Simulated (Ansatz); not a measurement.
Runs of Ansatz 0.2.0 on SiO2. The structure is tetragonal, space group P4_32_12 (No. 96). Conventional cell: a = 4.976 Å, b = 4.976 Å, c = 6.901 Å, α = 90.00°, β = 90.00°, γ = 90.00°. Si (site symmetry 2) has 4 O at 1.61 Å as nearest neighbours. O (site symmetry 1) has 2 Si at 1.61 Å as nearest neighbours. The cell comes from a database or a generator and needn't be the stable form of this composition.

```csv
task,level,cell,k mesh,cutoff (eV),gap on the mesh (eV),pressure (GPa),relaxed volume (Å³/atom),largest force (eV/Å)
relaxation of cell and atoms,r2SCAN+D3(BJ),relaxed,6 × 6 × 4,500,(b),0.0,13.61,-
relaxation of cell and atoms,RPBE,relaxed,6 × 6 × 4,420,5.55,0.0,15.80,-
single point,PBE,as given,6 × 6 × 4,350,5.71,4.7,-,0.27
single point,PBE,as given,4 × 4 × 3,420,(a),4.8,-,0.28
```

Alike in all rows: potentials or basis Ansatz PAW; no spin polarisation; smearing fermi-dirac 0.05 eV.

Question: Estimate the missing entries.

Answer: (a) 5.73; (b) 6.45.

Caveats: the plane-wave basis is chosen anew once the cell has moved, so the energies of steps on either side of that aren't comparable (some runs); the PAW data sets come from PBE, with cores solved anew for the run's functional, which leaves a small shift of forces and pressure (some runs); the dispersion damping was fitted for another functional or another form of the correction (some runs); the pressure holds a Pulay correction of +5.7 GPa for the finite cutoff (some runs); the cutoff lies under the one recommended for these potentials (some runs); odd divisions of the mesh miss points on the zone boundary, where band edges often lie, so the gap on the mesh can be too wide (some runs).

A k mesh can miss the band edges.
